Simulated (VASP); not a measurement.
# Cu (Im-3m) in VASP: a series of runs, part 3 of 3

VASP 6.6.1. Earlier steps stand in the parts before.

## 4. Single point, r2SCAN

This run uses another cell than the first one, of 11.97 Å³/atom, 1.018 times its volume.

The input, POSCAR:

```
Cu
1.0
   -1.4411503906      1.4411503906      1.4411503906
    1.4411503906     -1.4411503906      1.4411503906
    1.4411503906      1.4411503906     -1.4411503906
Cu
1
Direct
    0.0000000000      0.0000000000      0.0000000000
```

The input, INCAR.step1:

```
PREC = Accurate
ENCUT = 520
ISMEAR = 0
SIGMA = 0.05
LREAL = False
LASPH = True
NELM = 100
NBANDS = 12
GGA = PE
ALGO = Normal
EDIFF = 1E-4
LWAVE = True
LCHARG = False
```

The input, INCAR.step2:

```
PREC = Accurate
ENCUT = 520
EDIFF = 1E-7
ISMEAR = 0
SIGMA = 0.05
LREAL = False
LASPH = True
NELM = 100
ALGO = Normal
ISIF = 2
LWAVE = False
LCHARG = True
METAGGA = R2SCAN
LMIXTAU = True
LELF = True
LVHAR = True
NBANDS = 12
ISTART = 1
```

The input, KPOINTS:

```
regular mesh
0
Gamma
  20 20 20
```

Potentials or basis: VASP PAW PBE potentials, release 64 (Cu).

Command:

```console
> cat potpaw_PBE.64/Cu/POTCAR > POTCAR
> cp INCAR.step1 INCAR
> mpirun -np 1 vasp_std > vasp.out
> cp INCAR.step2 INCAR
> mpirun -np 1 vasp_std > vasp.out
```

OUTCAR:

```text
PREC = Accurate
   ENCUT = 520
   EDIFF = 1E-7
   ISMEAR = 0
   LREAL = False
   LASPH = True
   NELM = 100
   ISIF = 2
   METAGGA = R2SCAN
   ISTART = 1

 ion  position               nearest neighbor table
   1  0.000  0.000  0.000-

  LATTYP: Found a body centered cubic cell.
 ALAT       =     2.8823007812

  Lattice vectors:

 A1 = (  -1.4411503906,   1.4411503906,   1.4411503906)
 A2 = (   1.4411503906,  -1.4411503906,   1.4411503906)
 A3 = (   1.4411503906,   1.4411503906,  -1.4411503906)

Analysis of symmetry for initial positions (statically):
=====================================================================
 Subroutine PRICEL returns:
 Original cell was already a primitive cell.

 Routine SETGRP: Setting up the symmetry group for a
 body centered cubic supercell.

 Subroutine GETGRP returns: Found 48 space group operations
 (whereof 48 operations were pure point group operations)
 out of a pool of 48 trial point group operations.

The static configuration has the point symmetry O_h .

Analysis of symmetry for dynamics (positions and initial velocities):
=====================================================================
 Subroutine PRICEL returns:
 Original cell was already a primitive cell.

 Routine SETGRP: Setting up the symmetry group for a
 body centered cubic supercell.

 Subroutine GETGRP returns: Found 48 space group operations
 (whereof 48 operations were pure point group operations)
 out of a pool of 48 trial point group operations.

The dynamic configuration has the point symmetry O_h .

 Subroutine INISYM returns: Found 48 space group operations
 (whereof 48 operations are pure point group operations),
 and found     1 'primitive' translations

----------------------------------------------------------------------------------------

                                     Primitive cell

  volume of cell :      11.9726
[... 112 lines left out ...]
   METAGGA = R2SCAN    functional components
   LHFCALC =     F    Hartree Fock is set to
   AEXX    =    0.0000 exact exchange contribution
   IVDW    =     0    specifies the selected vdW correction
   LEPSILON=     F    determine dielectric tensor
   LRPA    =     F    only Hartree local field effects (RPA)
 non-spin polarized calculation
 Gauss-broadening in eV      SIGMA  =   0.05
  energy-cutoff  :      520.00
  volume of cell :       11.97
 maximum number of plane-waves:       336
   NGX =  9   NGY =  9   NGZ =  9

 number of electron      11.0000002 magnetization

 Free energy of the ion-electron system (eV)
  ---------------------------------------------------
  ext. energy  EPLUGINS =         0.00000000
  ---------------------------------------------------
  free energy    TOTEN  =       -10.77988279 eV

  energy without entropy =      -10.77887841  energy(sigma->0) =      -10.77938060

 E-fermi :   7.2125     XC(G=0): -13.6583

 val. band max:        7.1992083317   @ k =   0.2000   0.1500   0.1500
 cond. band min:       7.2128913406   @ k =   0.2500   0.1500   0.1000
 fundamental gap:      0.0136830089
 Fermi energy:         7.2125188559

 k-point     1 :       0.0000    0.0000    0.0000
  band No.  band energies     occupation
      1      -2.3263      2.00000
      2       4.0569      2.00000
      3       4.0571      2.00000
      4       4.0571      2.00000
      5       5.0449      2.00000
      6       5.0449      2.00000
      7      33.1383      0.00000
      8      33.1384      0.00000
      9      33.1384      0.00000
     10      36.7259      0.00000
     11      36.7260      0.00000
     12      36.7260      0.00000
[... 331 lines left out ...]
 k-point    24 :       0.2500    0.1000    0.0000
  band No.  band energies     occupation
      1       1.0436      2.00000
      2       3.5944      2.00000
      3       3.8911      2.00000
      4       4.8756      2.00000
      5       5.1420      2.00000
      6       5.3937      2.00000
      7      18.9005      0.00000
      8      23.9852      0.00000
      9      27.1597      0.00000
     10      31.6231      0.00000
     11      35.3005      0.00000
     12      37.1425      0.00000

 [... further k-points ...]

------------------------ aborting loop because EDIFF is reached ----------------------------------------

  FORCE on cell =-STRESS in cart. coord.  units (eV):
  Direction    XX          YY          ZZ          XY          YZ          ZX
  --------------------------------------------------------------------------------------
  -------------------------------------------------------------------------------------
  Total       -0.4173107     -0.4173107     -0.4173107      0.0000000      0.0000000      0.0000000
  in kB      -55.8447279    -55.8447279    -55.8447279      0.0000000      0.0000000      0.0000000
  external PRESSURE =     -55.8447279 kB  Pullay stress =       0.0000000 kB

 VOLUME and BASIS-vectors are now :
 -----------------------------------------------------------------------------
  energy-cutoff  :      520.00
  volume of cell :       11.97
      direct lattice vectors                 reciprocal lattice vectors
    -1.441150391  1.441150391  1.441150391     0.000000000  0.346945054  0.346945054
     1.441150391 -1.441150391  1.441150391     0.346945054  0.000000000  0.346945054
     1.441150391  1.441150391 -1.441150391     0.346945054  0.346945054  0.000000000

 POSITION                                       TOTAL-FORCE (eV/Angst)
 -----------------------------------------------------------------------------------
      0.00000      0.00000      0.00000         0.000000      0.000000     -0.000000
 -----------------------------------------------------------------------------------
    total drift:                                0.000000     -0.000000     -0.000000

  FREE ENERGIE OF THE ION-ELECTRON SYSTEM (eV)
  ---------------------------------------------------
  free  energy   TOTEN  =       -10.7798827934 eV

  energy  without entropy=      -10.7788784109  energy(sigma->0) =      -10.77938060
```

OUTCAR.step1:

```text
PREC = Accurate
   ENCUT = 520
   ISMEAR = 0
   LREAL = False
   LASPH = True
   NELM = 100
[... 575 lines left out ...]

 POSITION                                       TOTAL-FORCE (eV/Angst)
 -----------------------------------------------------------------------------------
      0.00000      0.00000      0.00000        -0.000000      0.000000      0.000000
 -----------------------------------------------------------------------------------
    total drift:                               -0.000000     -0.000000      0.000000

  FREE ENERGIE OF THE ION-ELECTRON SYSTEM (eV)
  ---------------------------------------------------
  free  energy   TOTEN  =        -3.6884794868 eV

  energy  without entropy=       -3.6875281018  energy(sigma->0) =       -3.68800379
```

OSZICAR.step1:

```text
N       E                     dE             d eps       ncg     rms          rms(c)
DAV:   1     0.430088686310E+02    0.43009E+02   -0.53892E+03  6776   0.154E+03
DAV:   2    -0.323605974342E+01   -0.46245E+02   -0.42957E+02  6352   0.203E+02
DAV:   3    -0.457563444053E+01   -0.13396E+01   -0.13313E+01  7264   0.398E+01
DAV:   4    -0.458407668975E+01   -0.84422E-02   -0.84411E-02  6900   0.281E+00
DAV:   5    -0.458416136936E+01   -0.84680E-04   -0.84678E-04  7168   0.286E-01    0.757E+00
DAV:   6    -0.406711698988E+01    0.51704E+00   -0.14041E+01  7160   0.712E+01    0.397E+00
DAV:   7    -0.370179866635E+01    0.36532E+00   -0.22873E+00  7196   0.287E+01    0.641E-01
DAV:   8    -0.368933243757E+01    0.12466E-01   -0.63598E-03  8000   0.753E-01    0.218E-01
DAV:   9    -0.368847693376E+01    0.85550E-03   -0.51851E-03  7000   0.123E+00    0.295E-02
DAV:  10    -0.368847948678E+01   -0.25530E-05   -0.28126E-05  4392   0.959E-02
   1 F= -.36884795E+01 E0= -.36880038E+01  d E =-.951385E-03
```

It took 1.7 min on 1 thread of AMD EPYC 9R14 (Zen 4), shared host; peak memory 0.12 GiB.

Results:

```yaml
Free_energy: -10.7799 eV
Pressure: -5.6 GPa
Band_gap_on_the_k_mesh: none (metal or under the smearing width)
```

Caveat: the PAW data sets were made with another functional, which shifts forces and pressure a little.

## 5. Overview

| level | cell | k mesh | gap on the mesh (eV) | pressure (GPa) |
| --- | --- | --- | --- | --- |
| PBE | Im-3m, 11.76 Å³/atom | 10 × 10 × 10 | none | 3.3 |
| r2SCAN | Im-3m, 11.48 Å³/atom | 20 × 20 × 20 | none | 0.5 |
| r2SCAN | Im-3m, 11.97 Å³/atom | 20 × 20 × 20 | none | -5.6 |

Alike in all rows: task single point; potentials or basis VASP PAW PBE potentials, release 64 (Cu); no spin polarisation; cutoff (eV) 520; smearing gaussian 0.05 eV.

Every run on the cell as given and a fine mesh finds a metal. The pressure there spans -5.6 GPa (r2SCAN) to 3.3 GPa (PBE); a positive pressure means that this level wants a larger cell, a negative one a smaller.

Caveats: the PAW data sets were made with another functional, which shifts forces and pressure a little (some runs).

Absolute energies hang on the potentials; compare differences alone.
